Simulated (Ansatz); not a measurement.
**Li: a slab and its surfaces, (111), 1 layers**

What do the surfaces of Li (111), 1 layers cost, and how tightly do they hold an electron? The runs shown use LAPW, norm-conserving and crystal datasets. Companion runs by PAW are cited. Its runs: bulk in the slab's orientation (LAPW); the reference run (LAPW, norm-conserving and crystal datasets); vacuum of 22 Å (LAPW).

Method: DFT PBE, with the methods named in each step, in Ansatz 0.2.0.

**1. The structure to begin with**

Symmetry: Im-3m, No. 229, cubic system. The conventional cell has a = 3.431 Å, b = 3.431 Å, c = 3.431 Å, α = 90.00°, β = 90.00°, γ = 90.00°. Around Li (site symmetry m-3m) lie 8 Li at 2.97 Å.

As a file:

```
CELL_PARAMETERS angstrom
0.00000 3.43080 -3.43080
-3.43080 0.00000 3.43080
1.71540 1.71540 1.71540
ATOMIC_POSITIONS crystal
Li 0.00000 0.00000 0.00000
Li 0.33333 0.66667 0.33333
Li 0.66667 0.33333 0.66667
```

Atoms are numbered in the order of the input: Li1, Li2, Li3.

**2. Bulk in the slab's orientation, LAPW**

File input.yaml:

```yaml
crystal:
  lattice:
    - [0.0, 3.4308042664, -3.4308042664]
    - [-3.4308042664, 0.0, 3.4308042664]
    - [1.7154021332, 1.7154021332, 1.7154021332]
  atoms:
    - { symbol: Li, position: [0.0, 0.0, 0.0] }
    - { symbol: Li, position: [0.333333333, 0.666666667, 0.333333333] }
    - { symbol: Li, position: [0.666666667, 0.333333333, 0.666666667] }
kpoints:
  mp_grid: { grid: [9, 9, 12] }
scf:
  occupations: { method: fermi_dirac, width: 0.08 }
hamiltonian:
  xc: pbe
  pseudopotentials: { kind: all_electron, lapw: { basis_error: 0.001 } }
output:
  forces: true
  stress: true
  eigenvalues: true
```

Started as:

```
ansatz run input.yaml --threads 1 --pin off --max-ram 3584MiB --backend cpu --events-out ev --progress --plain --runs-dir out
```

**4. Slab as cut, LAPW**

File input.yaml:

```yaml
crystal:
  lattice:
    - [4.8518899234, 0.0, 0.0]
    - [-2.4259449617, 4.20185993, 0.0]
    - [0.0, 0.0, 20.0]
  atoms:
    - { symbol: Li, position: [0.0, 0.0, 0.5] }
kpoints:
  mp_grid: { grid: [9, 9, 1] }
scf:
  occupations: { method: fermi_dirac, width: 0.08 }
hamiltonian:
  xc: pbe
  pseudopotentials: { kind: all_electron, lapw: { basis_error: 0.001 } }
output:
  forces: true
  stress: true
  eigenvalues: true
  populations: true
  dos: { projected: true, de: 0.2, e_range: [-14, 8] }
efield:
  axis: 3
  amplitude: 0
  dipole_correction: true
```

**5. Vacuum of 22 Å, LAPW**

input.yaml, as its differences from that of step 4:

```diff
@@ -4,3 +4,3 @@
     - [-2.4259449617, 4.20185993, 0.0]
-    - [0.0, 0.0, 20.0]
+    - [0.0, 0.0, 22.0]
   atoms:
@@ -18,4 +18,2 @@
   eigenvalues: true
-  populations: true
-  dos: { projected: true, de: 0.2, e_range: [-14, 8] }
 efield:
```

**6. Slab as cut, norm-conserving**

input.yaml, as its differences from that of step 5:

```diff
@@ -4,3 +4,3 @@
     - [-2.4259449617, 4.20185993, 0.0]
-    - [0.0, 0.0, 22.0]
+    - [0.0, 0.0, 20.0]
   atoms:
@@ -13,3 +13,3 @@
   xc: pbe
-  pseudopotentials: { kind: all_electron, lapw: { basis_error: 0.001 } }
+  pseudopotentials: { kind: nc }
 output:
```

**7. Slab as cut, crystal datasets**

input.yaml, as its differences from that of step 6:

```diff
@@ -13,3 +13,3 @@
   xc: pbe
-  pseudopotentials: { kind: nc }
+  pseudopotentials: { kind: all_electron, datasets: crystal }
 output:
```

(Steps that only read results are left out.)

Q: Predict the outcome of this session. Wanted: surface energy; work function (for each run or level that gives them).

The runs gave:

| quantity | value |
| --- | --- |
| surface energy (LAPW, cut) | 0.46 J/m² |
| work function (LAPW, cut) | 3.05 eV |
| work function (norm-conserving, cut) | 3.05 eV |
| work function (crystal datasets, cut) | 3.05 eV |
| surface energy (PAW, cut) | 0.46 J/m² |
| work function (PAW, cut) | 3.05 eV |

**Reading.** Vacuum of 22 Å moves the work function by less than 0.01 eV (LAPW). Vacuum of 22 Å moves the work function by less than 0.01 eV (PAW). Thickness wasn't converged, and no reconstruction was sought.
